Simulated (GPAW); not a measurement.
Set up this calculation in GPAW 26.7.0, as an ASE script.

* Task: G0W0 quasiparticle levels
* Functional: RPBE
* Potentials or basis: the program's PAW data sets (release 1.2.1) made for this functional
* Cutoff: 650 eV
* Basis: pw
* k mesh: 4 × 4 × 4
* Occupations: fermi-dirac, width 0.001 eV
* Spin: no spin polarisation
* Response ecut: 100 eV
* Frequency: ppa
* Extrapolate: yes
* Qp bands: 2
* Maxiter: 150
* Integrate gamma: WS
* Vertex: none
* All k: no
* Response bands: 79

Crystal: MgS (Niningerite).

```
S Mg
1.0
     0.00000    2.60165    2.60165
     2.60165    0.00000    2.60165
     2.60165    2.60165    0.00000
S Mg
1 1
Cartesian
  2.6016 2.6016 2.6016
  0.0000 0.0000 0.0000
```

The input as run:

run.py

```python
import json
import numpy as np
from ase import Atoms
from ase.dft.bandgap import bandgap
from ase.io import write
from gpaw import GPAW, PW
from gpaw.response.g0w0 import G0W0

atoms = Atoms(['S', 'Mg'],
              cell=[[0.0, 2.60165, 2.60165],
                    [2.60165, 0.0, 2.60165],
                    [2.60165, 2.60165, 0.0]],
              scaled_positions=[[0.5, 0.5, 0.5],
                                [0.0, 0.0, 0.0]],
              pbc=True)

calc = GPAW(mode=PW(650),
            xc='RPBE',
            kpts={'size': (4, 4, 4), 'gamma': True},
            occupations={'name': 'fermi-dirac', 'width': 0.001},
            nbands=16,
            convergence={'density': 1e-06},
            maxiter=150,
            txt='gpaw.txt')
atoms.calc = calc
energy = atoms.get_potential_energy()
calc.write('gs.gpw')
write('result.traj', atoms)
print(f'Energy: {energy:.6f} eV')
print('Fermi level:', round(calc.get_fermi_level(), 4), 'eV')
print(f'Gap: {bandgap(calc)[0]:.4f} eV, direct: {bandgap(calc, direct=True)[0]:.4f} eV')

calc.diagonalize_full_hamiltonian(nbands=83)
calc.write('full.gpw', mode='all')

ibz = calc.get_ibz_k_points()
gap, vbm, cbm = bandgap(calc, output=None)
gap, direct, _ = bandgap(calc, direct=True, output=None)
gamma = int(np.abs(ibz).sum(1).argmin())
kpts = sorted({gamma, vbm[1], cbm[1], direct[1]})
gw = G0W0(calc='full.gpw',
          filename='gw',
          ecut=100,
          ecut_extrapolation=True,
          relbands=(-2, 2),
          kpts=kpts,
          integrate_gamma='WS',
          ppa=True)
gw.calculate()
results = {mode: {key: np.asarray(r[key]).tolist() for key in ['f', 'eps', 'vxc', 'exx', 'sigma', 'Z', 'qp', 'sigma_eskn']}
           for mode, r in gw.all_results.items()}
json.dump({'kpts': ibz[kpts].tolist(), 'results': results}, open('gw.json', 'w'))
for mode, r in results.items():
    f, qp = np.array(r['f']), np.array(r['qp'])
    print(mode, 'quasiparticle energies (eV):')
    print(qp.round(3))
    print(mode, 'gap:', round(qp[f < 0.5].min() - qp[f > 0.5].max(), 4), 'eV')
```

Potentials or basis: the program's PAW data sets (release 1.2.1) made for this functional, pw.

Command:

```sh
$ OMP_NUM_THREADS=1 python run.py
```

Results of the run:

```
Band gap on the k mesh, mean-field level : 2.92 eV, indirect (least direct gap 3.88 eV)
Quasiparticle gap                        : 4.29 eV
Least direct quasiparticle gap           : 5.22 eV
```

Caveat: the k mesh is coarse (spacing up to 0.52 Å⁻¹), so the values aren't converged; the quasiparticle gap is taken among the few k points that were corrected; the long-wavelength limit can be off by a per cent or two.

It took 50 s on 1 thread of AMD EPYC 9R45 96-Core Processor (Zen 5), on a shared host, peak memory 0.39 GiB.
